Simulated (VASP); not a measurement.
**GaN in VASP: one cell, several levels of theory, part 1 of 2**

Zincblende GaN, under +1.2 % strain along x alone is computed at one geometry. Runs: PBE, r2SCAN.

Code: VASP 6.6.1. PAW datasets, plane waves. Computed at 0 K without zero-point motion; spin polarisation is off.

## (1) The system as given

The cell comes from an earlier relaxation with r2SCAN in another program, then strained, with the atoms relaxed again.

Space group I-4m2 (No. 119), tetragonal; conventional cell a = 3.180 Å, c = 4.553 Å, 11.51 Å³ an atom. Near Ga stand 4 N at 1.96 Å; near N stand 4 Ga at 1.96 Å.

Coordinates:

```cif
data_structure
_symmetry_space_group_name_H-M 'P 1'
_symmetry_Int_Tables_number 1
_cell_length_a 3.1805
_cell_length_b 3.2000
_cell_length_c 3.2000
_cell_angle_alpha 59.598
_cell_angle_beta 60.201
_cell_angle_gamma 60.201
_cell_volume 23.03
loop_
_atom_site_label
_atom_site_type_symbol
_atom_site_fract_x
_atom_site_fract_y
_atom_site_fract_z
_atom_site_occupancy
Ga1 Ga 0.00000 0.00000 0.00000 1
N1 N 0.25000 0.25000 0.25000 1
```

## (2) Single point with PBE

Input file INCAR:

```
ENCUT = 520.000000
SIGMA = 0.020000
EDIFF = 1.00e-07
GGA = PE
PREC = Accurate
IBRION = -1
ISIF = 2
ISMEAR = -1
NBANDS = 16
NELM = 120
NSW = 0
LASPH = .TRUE.
LCHARG = .TRUE.
LELF = .TRUE.
LWAVE = .FALSE.
LREAL = .FALSE.
```

Input file KPOINTS:

```
KPOINTS created by Atomic Simulation Environment
0
Gamma
10 10 10
0 0 0
```

Input file KPOINTS_OPT:

```
special points
6
Reciprocal
0.0000000000 0.0000000000 0.0000000000 1
-0.5000000000 -0.5000000000 0.0000000000 1
-0.3750000000 -0.3750000000 0.2500000000 1
-0.3750000000 0.0000000000 0.3750000000 1
0.0000000000 0.0000000000 0.5000000000 1
-0.5000000000 -0.2500000000 0.2500000000 1
```

Input file POSCAR:

```
Ga N
 1.0000000000000000
     0.0000000000000000    2.2489525415000000    2.2489525415000000
     2.2763897625000000    0.0000000000000000    2.2489525415000000
     2.2763897625000000    2.2489525415000000    0.0000000000000000
 Ga  N
   1   1
Cartesian
  0.0000000000000000  0.0000000000000000  0.0000000000000000
  1.1381948812500000  1.1244762707500000  1.1244762707500000
```

The run uses the recommended PBE PAW datasets (18 valence electrons a neutral cell).

Run with:

```sh
mpirun -np 1 vasp_std
```

Standard output, without the iteration lines:

```text
POSCAR found type information on POSCAR GaN
 POSCAR found :  2 types and       2 ions
 LDA part: xc-table for (Slater+PW92), standard interpolation
 POSCAR, INCAR and KPOINTS ok, starting setup
 FFT: planning ... GRIDC
 FFT: planning ... GRID_SOFT
 FFT: planning ... GRID
 WAVECAR not read
 entering main loop
 Start KPOINTS_OPT (optional k-point list driver)
k-point batch [1-6\6]
```

OSZICAR:

```text
N       E                     dE             d eps       ncg     rms          rms(c)
DAV:   1     0.826784848941E+02    0.82678E+02   -0.94223E+03  3656   0.203E+03
DAV:   2    -0.828398978840E+01   -0.90962E+02   -0.84487E+02  3792   0.330E+02
DAV:   3    -0.140705879368E+02   -0.57866E+01   -0.57667E+01  3816   0.703E+01
DAV:   4    -0.141362966844E+02   -0.65709E-01   -0.65703E-01  4176   0.809E+00
DAV:   5    -0.141371878406E+02   -0.89116E-03   -0.89115E-03  3896   0.831E-01    0.770E+00
DAV:   6    -0.121460339896E+02    0.19912E+01   -0.49138E+00  4920   0.395E+01    0.268E+00
DAV:   7    -0.121539775562E+02   -0.79436E-02   -0.31691E-01  3600   0.661E+00    0.177E+00
DAV:   8    -0.121503243368E+02    0.36532E-02   -0.59169E-02  3672   0.324E+00    0.804E-01
DAV:   9    -0.121460244515E+02    0.42999E-02   -0.14291E-02  4888   0.269E+00    0.206E-01
DAV:  10    -0.121463988070E+02   -0.37436E-03   -0.14859E-03  3816   0.521E-01    0.103E-01
DAV:  11    -0.121463007391E+02    0.98068E-04   -0.27758E-04  4808   0.255E-01    0.776E-03
DAV:  12    -0.121463059717E+02   -0.52325E-05   -0.30079E-05  3792   0.514E-02    0.100E-02
DAV:  13    -0.121463057403E+02    0.23138E-06   -0.70689E-07  4064   0.138E-02    0.293E-03
DAV:  14    -0.121463056620E+02    0.78294E-07   -0.50525E-08  2896   0.284E-03
   1 F= -.12146306E+02 E0= -.12146306E+02  d E =-.166361E-10
       N       E                     dE             ncg
DAV:   1     0.251422998281E+04   -0.41281E+04      192
DAV:   2     0.196286492575E+04   -0.55137E+03      224
DAV:   3     0.192641689169E+04   -0.36448E+02      208
DAV:   4     0.192599669098E+04   -0.42020E+00      272
DAV:   5     0.192599181535E+04   -0.48756E-02      208
DAV:   6     0.192599166255E+04   -0.15280E-03      296
DAV:   7     0.192599166031E+04   -0.22421E-05      216
DAV:   8     0.192599166019E+04   -0.11655E-06      240
DAV:   9     0.192599166018E+04   -0.67448E-08      160
```

The lines after F= are the extra pass for the points of KPOINTS_OPT, at fixed density; their E is not a total energy.

From OUTCAR:

```text
k-points           NKPTS =    102   k-points in BZ     NKDIM =    102   number of bands    NBANDS=     16

   NELECT =      18.0000    total number of electrons

   dimension x,y,z NGX =    24 NGY =   24 NGZ =   24
   dimension x,y,z NGXF=    48 NGYF=   48 NGZF=   48

  energy-cutoff  :      520.00
  volume of cell :       23.03
      direct lattice vectors                 reciprocal lattice vectors
     0.000000000  2.248952542  2.248952542    -0.219646041  0.222325723  0.222325723
     2.276389763  0.000000000  2.248952542     0.219646041 -0.222325723  0.222325723
     2.276389763  2.248952542  0.000000000     0.219646041  0.222325723 -0.222325723

 k-points in reciprocal lattice and weights: KPOINTS created by Atomic Simulation Env
   0.00000000  0.00000000  0.00000000       0.001
   0.10000000  0.00000000  0.00000000       0.008
   0.20000000  0.00000000  0.00000000       0.008
   0.30000000  0.00000000  0.00000000       0.008
   0.40000000  0.00000000  0.00000000       0.008
   0.50000000 -0.00000000 -0.00000000       0.004
   0.10000000  0.10000000  0.00000000       0.004
   0.20000000  0.10000000  0.00000000       0.016
[... 94 more k-points ...]

 E-fermi :   5.6030

 k-point     1 :       0.0000    0.0000    0.0000
  band No.  band energies     occupation
      1     -10.6661      2.00000
      2      -8.2302      2.00000
      3      -8.2171      2.00000
      4      -8.2171      2.00000
      5      -7.9082      2.00000
      6      -7.9080      2.00000
      7       5.1772      2.00000
      8       5.2345      2.00000
      9       5.2345      2.00000
     10       6.9002      0.00000
     11      15.4692      0.00000
     12      15.4692      0.00000
     13      15.5031      0.00000
     14      22.7395      0.00000
     15      23.7627      0.00000
     16      24.1601      0.00000

 k-point     2 :       0.1000    0.0000    0.0000
  band No.  band energies     occupation
      1     -10.5575      2.00000
      2      -8.2135      2.00000
      3      -8.2038      2.00000
      4      -8.1811      2.00000
      5      -7.9095      2.00000
      6      -7.9091      2.00000
      7       4.1138      2.00000
      8       5.0882      2.00000
      9       5.1316      2.00000
     10       7.7627      0.00000
     11      14.9805      0.00000
     12      15.6392      0.00000
     13      15.6490      0.00000
     14      22.5028      0.00000
     15      22.8265      0.00000
     16      22.8596      0.00000

 k-point     3 :       0.2000    0.0000    0.0000
  band No.  band energies     occupation
      1     -10.2848      2.00000
      2      -8.1816      2.00000
      3      -8.1728      2.00000
      4      -8.0180      2.00000
      5      -7.9092      2.00000
      6      -7.9068      2.00000
      7       2.3135      2.00000
      8       4.8209      2.00000
      9       4.8785      2.00000
     10       8.8403      0.00000
     11      14.2036      0.00000
     12      15.8839      0.00000
     13      15.9303      0.00000
     14      21.5596      0.00000
     15      21.9479      0.00000
     16      22.0450      0.00000

 k-point     4 :       0.3000    0.0000    0.0000
  band No.  band energies     occupation
      1      -9.9973      2.00000
      2      -8.1542      2.00000
      3      -8.1451      2.00000
      4      -7.8972      2.00000
      5      -7.8925      2.00000
      6      -7.6207      2.00000
      7       0.4570      2.00000
      8       4.5189      2.00000
      9       4.5927      2.00000
     10       9.5174      0.00000
     11      13.8385      0.00000
     12      15.8272      0.00000
     13      15.9483      0.00000
     14      20.9036      0.00000
     15      22.4288      0.00000
     16      22.4595      0.00000

 k-point     5 :       0.4000    0.0000    0.0000
  band No.  band energies     occupation
      1      -9.8269      2.00000
      2      -8.1423      2.00000
      3      -8.1332      2.00000
      4      -7.8762      2.00000
      5      -7.8693      2.00000
      6      -7.0170      2.00000
      7      -1.1016      2.00000
      8       4.2927      2.00000
      9       4.3789      2.00000
     10       9.7662      0.00000
     11      13.8559      0.00000
     12      15.5851      0.00000
     13      15.7477      0.00000
     14      20.7458      0.00000
     15      23.8066      0.00000
     16      23.8357      0.00000

 k-point     6 :       0.5000   -0.0000   -0.0000
  band No.  band energies     occupation
      1      -9.7778      2.00000
      2      -8.1402      2.00000
      3      -8.1310      2.00000
      4      -7.8656      2.00000
      5      -7.8579      2.00000
      6      -6.6628      2.00000
      7      -1.7803      2.00000
      8       4.2099      2.00000
      9       4.3008      2.00000
     10       9.8093      0.00000
     11      13.9121      0.00000
     12      15.4666      0.00000
     13      15.6404      0.00000
     14      20.7936      0.00000
     15      24.7917      0.00000
     16      24.8264      0.00000

 k-point     7 :       0.1000    0.1000    0.0000
  band No.  band energies     occupation
      1     -10.5208      2.00000
      2      -8.2042      2.00000
      3      -8.1924      2.00000
      4      -8.1805      2.00000
      5      -7.9176      2.00000
      6      -7.9007      2.00000
      7       4.1296      2.00000
      8       4.8654      2.00000
      9       4.9163      2.00000
     10       8.0435      0.00000
     11      14.6283      0.00000
     12      15.7473      0.00000
     13      15.8591      0.00000
     14      20.7381      0.00000
     15      24.1691      0.00000
     16      24.4883      0.00000

 k-point     8 :       0.2000    0.1000    0.0000
  band No.  band energies     occupation
      1     -10.3036      2.00000
      2      -8.1773      2.00000
      3      -8.1645      2.00000
      4      -8.0724      2.00000
      5      -7.9134      2.00000
      6      -7.8929      2.00000
      7       2.8000      2.00000
      8       4.5514      2.00000
      9       4.6860      2.00000
     10       8.9623      0.00000
     11      13.9440      0.00000
     12      15.9046      0.00000
     13      16.1543      0.00000
     14      19.6295      0.00000
     15      23.6279      0.00000
     16      23.9747      0.00000

 k-point     9 :       0.3000    0.1000   -0.0000
  band No.  band energies     occupation
      1     -10.0261      2.00000
      2      -8.1509      2.00000
      3      -8.1337      2.00000
      4      -7.9557      2.00000
      5      -7.8804      2.00000
      6      -7.6966      2.00000
      7       1.0712      2.00000
      8       4.2317      2.00000
      9       4.3698      2.00000
     10       9.7760      0.00000
     11      13.5732      0.00000
     12      15.5703      0.00000
     13      16.2642      0.00000
     14      19.9565      0.00000
     15      22.9169      0.00000
     16      23.8654      0.00000

 k-point    10 :       0.4000    0.1000   -0.0000
  band No.  band energies     occupation
      1      -9.8319      2.00000
      2      -8.1362      2.00000
      3      -8.1184      2.00000
      4      -7.9216      2.00000
      5      -7.8633      2.00000
      6      -7.1372      2.00000
      7      -0.5550      2.00000
      8       3.9815      2.00000
      9       4.0627      2.00000
     10      10.2165      0.00000
     11      13.4367      0.00000
     12      15.3981      0.00000
     13      16.0899      0.00000
     14      20.8126      0.00000
     15      22.9752      0.00000
     16      24.7227      0.00000

 k-point    11 :       0.5000    0.1000    0.0000
  band No.  band energies     occupation
      1      -9.7558      2.00000
      2      -8.1326      2.00000
      3      -8.1161      2.00000
      4      -7.8913      2.00000
      5      -7.8587      2.00000
      6      -6.6328      2.00000
      7      -1.5624      2.00000
      8       3.7095      2.00000
      9       4.0423      2.00000
     10      10.3768      0.00000
     11      13.3249      0.00000
     12      15.5247      0.00000
     13      15.8828      0.00000
     14      21.3751      0.00000
     15      23.8444      0.00000
     16      25.0490      0.00000

 k-point    12 :      -0.4000    0.1000    0.0000
  band No.  band energies     occupation
      1      -9.7713      2.00000
      2      -8.1318      2.00000
      3      -8.1194      2.00000
      4      -7.8826      2.00000
      5      -7.8749      2.00000
      6      -6.7578      2.00000
      7      -1.3316      2.00000
      8       3.5964      2.00000
      9       4.2129      2.00000
     10      10.3918      0.00000
     11      13.3646      0.00000
     12      15.4911      0.00000
     13      15.8402      0.00000
     14      21.6204      0.00000
     15      23.4835      0.00000
     16      24.5198      0.00000

[... the tables of k-points 13 to 102 left out ...]

  Total        0.4162950      0.6332569      0.6332569      0.0000000      0.0000000      0.0000000
  in kB       28.9650667     44.0608949     44.0608949      0.0000000      0.0000000      0.0000000
  external PRESSURE =      39.0289522 kB  Pullay stress =       0.0000000 kB

 POSITION                                       TOTAL-FORCE (eV/Angst)
 -----------------------------------------------------------------------------------
      0.00000      0.00000      0.00000        -0.000000      0.000000      0.000000
      1.13819      1.12448      1.12448         0.000000      0.000000      0.000000
 -----------------------------------------------------------------------------------
    total drift:                                0.000002      0.000001      0.000001

  FREE ENERGIE OF THE ION-ELECTRON SYSTEM (eV)
  ---------------------------------------------------
  free  energy   TOTEN  =       -12.1463056620 eV

  energy  without entropy=      -12.1463056620  energy(sigma->0) =      -12.14630566
```

Wall time 29 s (1 MPI rank of Intel Xeon Platinum 8488C, shared host); peak memory 0.19 GiB.

The levels at the points of KPOINTS_OPT are read from vasprun.xml.

Band energies at the special points (eV, zero at the top of v, the last band that the electrons fill by count):

```
point    v−1      v     c    c+1
    Γ   0.00   0.00  1.67  10.23
    X  -2.73  -2.73  3.31   6.54
    U  -4.23  -2.20  4.93   7.76
    K  -4.23  -2.20  4.93   7.76
    L  -1.02  -0.93  4.57   8.68
    W  -3.68  -3.62  6.13   8.27
```

The PBE gap is 1.67 eV, direct at Γ. The pressure is 3.90 GPa; the forces vanish within 0.01 eV/Å.

The maps below are laid out on this run's own conventional cell (a, b, c = 3.180, 3.180, 4.553 Å).

Density in a lattice plane of the grid's cell (edges 3.18 and 4.55 Å, at 0.000 of the third edge), which holds Ga and N.

Ten even steps from ' ' (0.04 e/Å³) to '@' (16.56 e/Å³):
```
%%**==..                  ..==**
==--::                      ::--
....                          ..
                                
                                
                                
                                
                                
                                
                                
                                
                                
              ......            
            ....::....          
            ..::::::..          
            ..::::::..          
....        ..........        ..
==--::                      ::--
%%**==..                  ..==**
@@%%++::                  ::++%%
```
Columns run along the first of these edges and rows up along the second, over one cell in 16 and 20 even steps from the bottom left corner. Atoms in the plane (fractional): Ga at (0.00, 0.00), N at (0.50, 0.25).

ELF in the same plane.

Ten even steps from '0' (0.01) to '9' (0.85):
```
0001222222222100
0012221111122210
1222211000112222
2222110000011222
1111100000001111
1110000000000011
0000000000000000
0000000111000000
0000011222110000
0000124555421000
0001357787753100
0013578999875310
0025789888987520
1136898545898631
1236998313899632
2235899646998532
1234799888997432
0023579999975320
0002446888644200
2001334555433100
```
Columns run along the first of these edges and rows up along the second, over one cell in 16 and 20 even steps from the bottom left corner. Atoms in the plane (fractional): Ga at (0.00, 0.00), N at (0.50, 0.25).

Both are smooth fields of the valence electrons: close to the nuclei they are not physical.

Maxima of ELF outside the ion cores: 0.86 on the N–Ga line, 0.7 Å from N.

(Continued in part 2 of 2.)
